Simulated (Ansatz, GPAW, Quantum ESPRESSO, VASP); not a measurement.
# One calculation of W, 5 ways

```
W
1.0
    -1.58234    1.58234    1.58234
     1.58234   -1.58234    1.58234
     1.58234    1.58234   -1.58234
W
1
Direct
  0.00000 0.00000 0.00000
```

Alike in all runs: task band structure; functional PBEsol; k mesh 12 × 12 × 12; occupations fermi-dirac, width 0.05 eV; no spin polarisation; no spin-orbit coupling. Pressure is positive in compression and, in plane waves, holds the error of the finite cutoff, which Ansatz's Pulay term estimates and takes out.

| program and potentials | plane-wave cutoff (eV) | notes | pressure (GPa) |
| --- | --- | --- | --- |
| Ansatz, Ansatz PAW | 420 | potentials made for PBE, which Ansatz adapts in part; Pulay term of +0.06 GPa included | -3.01 |
| GPAW, PAW data sets generated for this functional | 600 | - | -3.28 |
| Ansatz, all-electron LAPW, scalar-relativistic | - | - | -2.95 |
| Quantum ESPRESSO, PseudoDojo 0.4.1 SR PBEsol standard | 1007 | - | ? |
| VASP, PBE PAW files W_sv, 520 eV | 520 | potentials made for PBE | -2.37 |

Task: Estimate from the other rows what the run with Quantum ESPRESSO, PseudoDojo 0.4.1 SR PBEsol standard gave.

Result: Pressure -2.78 GPa. The other rows, which needn't bracket it: pressure -3.28 to -2.37.
